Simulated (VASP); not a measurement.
# BN (Pnma) in VASP: notebook, part 2 of 2

VASP 6.6.1. The steps go on from the part before.

## Step 4: Single point, LDA

Input file INCAR:

```
PREC = Low
ENCUT = 520
EDIFF = 1E-7
ISMEAR = 0
SIGMA = 0.05
LREAL = F
LASPH = T
NELM = 100
ALGO = Normal
ISIF = 2
LWAVE = F
LCHARG = F
NBANDS = 26
ADDGRID = F
```

Input file KPOINTS:

```
Automatic mesh
0
Gamma
  5 9 6
```

Input file POSCAR:

```
BN
1.0
    4.8800890000      0.0000000000      0.0000000000
    0.0000000000      2.5914640000      0.0000000000
    0.0000000000      0.0000000000      4.2920490000
N B
4 4
Direct
    0.3211300000      0.7500000000      0.1064860000
    0.6788700000      0.2500000000      0.8935140000
    0.1788700000      0.2500000000      0.6064860000
    0.8211300000      0.7500000000      0.3935140000
    0.3404130000      0.2500000000      0.9070960000
    0.1595870000      0.7500000000      0.4070960000
    0.8404130000      0.2500000000      0.5929040000
    0.6595870000      0.7500000000      0.0929040000
```

Potentials or basis: VASP PAW LDA potentials, release 64 (N, B).

Command:

```sh
> cat potpaw_LDA.64/N/POTCAR potpaw_LDA.64/B/POTCAR > POTCAR
> mpirun -np 1 vasp_std > vasp.out
```

OUTCAR:

```text
PREC = Low
   ENCUT = 520
   EDIFF = 1E-7
   ISMEAR = 0
   LREAL = F
   LASPH = T
   NELM = 100
   ISIF = 2

 Found     60 irreducible k-points:

 Following reciprocal coordinates:
            Coordinates               Weight
  0.000000  0.000000  0.000000      1.000000
  0.200000  0.000000  0.000000      2.000000
  0.400000  0.000000  0.000000      2.000000
  0.000000  0.111111  0.000000      2.000000
  0.200000  0.111111  0.000000      4.000000
  0.400000  0.111111  0.000000      4.000000
   k-points           NKPTS =     60   k-points in BZ     NKDIM =     60   number of bands    NBANDS=     26
   number of dos      NEDOS =    301   number of ions     NIONS =      8
   total plane-waves  NPLWV =   9408
   dimension x,y,z NGX =    28 NGY =   14 NGZ =   24
   dimension x,y,z NGXF=    28 NGYF=   14 NGZF=   24
   ions per type =               4   4
   NGX,Y,Z   is equivalent  to a cutoff of   9.54,  8.98,  9.30 a.u.
   NGXF,Y,Z  is equivalent  to a cutoff of   9.54,  8.98,  9.30 a.u.
 SYSTEM =  unknown system
   PREC   = low       normal or accurate (medium, high low for compatibility)
   ISTART =      0    job   : 0-new  1-cont  2-samecut
   ICHARG =      2    charge: 1-file 2-atom 10-const
   ISPIN  =      1    spin polarized calculation?
   LNONCOLLINEAR =      F non collinear calculations
   LSORBIT =      F    spin-orbit coupling
   LASPH  =      T    aspherical Exc in radial PAW
   ENCUT  =  520.0 eV  38.22 Ry    6.18 a.u.   9.07  4.82  7.98*2*pi/ulx,y,z
   NELM   =    100;   NELMIN=  2; NELMDL= -5     # of ELM steps
   EDIFF  = 0.1E-06   stopping-criterion for ELM
   LREAL  =      F    real-space projection
   EDIFFG = 0.1E-05   stopping-criterion for IOM
   NSW    =      0    number of steps for IOM
   IBRION =     -1    ionic relax: 0-MD 1-quasi-New 2-CG
   NFREE  =      0    steps in history (QN), initial steepest desc. (CG)
   ISIF   =      2    stress and relaxation
   ISYM   =      2    0-nonsym 1-usesym 2-fastsym
   POTIM  = 0.5000    time-step for ionic-motion
   TEBEG  =    0.0;   TEEND  =   0.0 temperature during run
   PSTRESS=    0.0 pullay stress
   NELECT =      32.0000    total number of electrons
   NUPDOWN=      -1.0000    fix difference up-down
   EMIN   =  10.00;   EMAX   =-10.00  energy-range for DOS
   EFERMI =   0.00;   METHOD = LEGACY
   ISMEAR =     0;   SIGMA  =   0.05  broadening in eV -4-tet -1-fermi 0-gaus
   EFERMI_NEDOS =   21; number of points for ismear=-14 and -15
   IALGO  =     38    algorithm
   IMIX   =      4    mixing-type and parameters
     AMIX     =   0.40;   BMIX     =  1.00
     AMIX_MAG =   1.60;   BMIX_MAG =  1.00
  volume/ion in A,a.u.               =       6.78        45.79
  Fermi-wavevector in a.u.,A,eV,Ry     =   1.372711  2.594047 25.637923  1.884334
  Thomas-Fermi vector in A             =   2.498293
   LORBIT       =      0    0 simple, 1 ext, 2 COOP (PROOUT), +10 PAW based schemes
   GGA     = CA    functional components
   LHFCALC =     F    Hartree Fock is set to
   AEXX    =    0.0000 exact exchange contribution
   IVDW    =     0    specifies the selected vdW correction
   LEPSILON=     F    determine dielectric tensor
   LRPA    =     F    only Hartree local field effects (RPA)
 non-spin polarized calculation
 Gauss-broadening in eV      SIGMA  =   0.05
  energy-cutoff  :      520.00
  volume of cell :       54.28
 maximum number of plane-waves:      1480
   NGX = 19   NGY =  9   NGZ = 15

 number of electron      31.9999580 magnetization

 Free energy of the ion-electron system (eV)
  ---------------------------------------------------
  ext. energy  EPLUGINS =         0.00000000
  ---------------------------------------------------
  free energy    TOTEN  =       -75.69195392 eV

  energy without entropy =      -75.69195392  energy(sigma->0) =      -75.69195392

 E-fermi :   5.7747     XC(G=0): -12.1714

 val. band max:        5.5491843267   @ k =   0.0000   0.0000   0.0000
 cond. band min:      11.0674725429   @ k =   0.4000   0.0000   0.3333
 fundamental gap:      5.5182882162
 Fermi energy:         5.7746634756

 k-point     1 :       0.0000    0.0000    0.0000
  band No.  band energies     occupation
      1     -13.8888      2.00000
      2     -11.3022      2.00000
      3     -10.2575      2.00000
      4      -8.4953      2.00000
      5      -3.1962      2.00000
      6      -2.5712      2.00000
[... 163 lines left out ...]
     25      16.8999      0.00000
     26      17.4634      0.00000

 [... further k-points ...]

------------------------ aborting loop because EDIFF is reached ----------------------------------------

  FORCE on cell =-STRESS in cart. coord.  units (eV):
  Direction    XX          YY          ZZ          XY          YZ          ZX
  --------------------------------------------------------------------------------------
  -------------------------------------------------------------------------------------
  Total       -3.4395965     -3.9023610     -3.7502216      0.0000000      0.0000000      0.0000000
  in kB     -101.5267496   -115.1861943   -110.6954894      0.0000000      0.0000000      0.0000000
  external PRESSURE =    -109.1361445 kB  Pullay stress =       0.0000000 kB

 VOLUME and BASIS-vectors are now :
 -----------------------------------------------------------------------------
  energy-cutoff  :      520.00
  volume of cell :       54.28
      direct lattice vectors                 reciprocal lattice vectors
     4.880089000  0.000000000  0.000000000     0.204914296  0.000000000  0.000000000
     0.000000000  2.591464000  0.000000000     0.000000000  0.385882266  0.000000000
     0.000000000  0.000000000  4.292049000     0.000000000  0.000000000  0.232988952

 POSITION                                       TOTAL-FORCE (eV/Angst)
 -----------------------------------------------------------------------------------
      1.56714      1.94360      0.45704         0.105066     -0.000000      0.011883
      3.31295      0.64787      3.83501        -0.105066     -0.000000     -0.011883
      0.87290      0.64787      2.60307        -0.105066      0.000000      0.011883
      4.00719      1.94360      1.68898         0.105066      0.000000     -0.011883
      1.66125      0.64787      3.89330        -0.014846     -0.000000      0.005520
      0.77880      1.94360      1.74728         0.014846     -0.000000      0.005520
      4.10129      0.64787      2.54477        -0.014846     -0.000000     -0.005520
      3.21884      1.94360      0.39875         0.014846     -0.000000     -0.005520
 -----------------------------------------------------------------------------------
    total drift:                                0.000000     -0.000000     -0.000000

  FREE ENERGIE OF THE ION-ELECTRON SYSTEM (eV)
  ---------------------------------------------------
  free  energy   TOTEN  =       -75.6919539239 eV

  energy  without entropy=      -75.6919539239  energy(sigma->0) =      -75.69195392
```

OSZICAR:

```text
N       E                     dE             d eps       ncg     rms          rms(c)
DAV:   1     0.105532438352E+03    0.10553E+03   -0.16772E+04  3128   0.119E+03
DAV:   2    -0.740435429324E+02   -0.17958E+03   -0.16790E+03  4158   0.262E+02
DAV:   3    -0.809841128678E+02   -0.69406E+01   -0.68894E+01  4266   0.486E+01
DAV:   4    -0.810405082346E+02   -0.56395E-01   -0.56329E-01  3904   0.470E+00
DAV:   5    -0.810412503524E+02   -0.74212E-03   -0.74141E-03  4180   0.516E-01    0.134E+01
DAV:   6    -0.762941857684E+02    0.47471E+01   -0.10974E+01  3692   0.187E+01    0.588E+00
DAV:   7    -0.758383589327E+02    0.45583E+00   -0.66749E-01  3930   0.467E+00    0.363E+00
DAV:   8    -0.756960764036E+02    0.14228E+00   -0.25593E-01  3704   0.283E+00    0.410E-01
DAV:   9    -0.756919508864E+02    0.41255E-02   -0.15049E-02  3942   0.773E-01    0.201E-01
DAV:  10    -0.756919532735E+02   -0.23871E-05   -0.76252E-04  3962   0.183E-01    0.411E-02
DAV:  11    -0.756919537069E+02   -0.43338E-06   -0.13433E-04  3932   0.699E-02    0.211E-02
DAV:  12    -0.756919537438E+02   -0.36989E-07   -0.12959E-05  4004   0.232E-02    0.617E-03
DAV:  13    -0.756919539203E+02   -0.17644E-06   -0.11791E-06  3942   0.706E-03    0.155E-03
DAV:  14    -0.756919539239E+02   -0.35725E-08   -0.72789E-08  2166   0.182E-03
   1 F= -.75691954E+02 E0= -.75691954E+02  d E =-.153841E-12
```

Run time: 55 s. Hardware: 1 thread of AMD EPYC 7R43 (Zen 3), shared host; peak memory 0.12 GiB.

These settings aren't checked as converged: the numbers below hold their error.

What came out:

```
Free energy            : -75.6920 eV
Pressure               : -10.9 GPa
Largest force          : 0.106 eV/Å
Band gap on the k mesh : 5.52 eV, indirect (least direct gap 6.13 eV)
```

Caveat: an odd mesh through Γ misses points on the zone boundary, where band edges often lie.

## Step 5: Single point, LDA

INCAR, as its differences from that of step 4:

```diff
@@ -1,2 +1,2 @@
-PREC = Low
+PREC = Accurate
 ENCUT = 520
@@ -5,3 +5,3 @@
 SIGMA = 0.05
-LREAL = F
+LREAL = Auto
 LASPH = T
```

KPOINTS is that of step 4.

POSCAR is that of step 4.

Command:

```sh
> cat potpaw_LDA.64/N/POTCAR potpaw_LDA.64/B/POTCAR > POTCAR
> mpirun -np 1 vasp_std > vasp.out
```

It took 2.2 min on 1 thread of AMD EPYC 7R43 (Zen 3), shared host; peak memory 0.12 GiB.

The run converged, but some of its settings lie outside the range that counts as converged, so its numbers aren't taken as properties of the crystal.

What came out:

```yaml
Free_energy: -75.6929 eV
Pressure: -11.0 GPa
Largest_force: 0.106 eV/Å
Band_gap_on_the_k_mesh: 5.52 eV, indirect (least direct gap 6.13 eV)
```

Caveat: an odd mesh through Γ misses points on the zone boundary, where band edges often lie.

## Step 6: For comparison

An earlier run on the cell as given: functional PBE; potentials or basis VASP PAW PBE potentials, release 64 (N, B); cutoff 520 eV; k mesh 6 × 10 × 6; occupations fermi-dirac, width 0.05 eV; no spin polarisation.

- Pressure: 0.0 GPa
- Largest force: 0.068 eV/Å
- Band gap on the k mesh: 5.67 eV, indirect (least direct gap 6.26 eV)
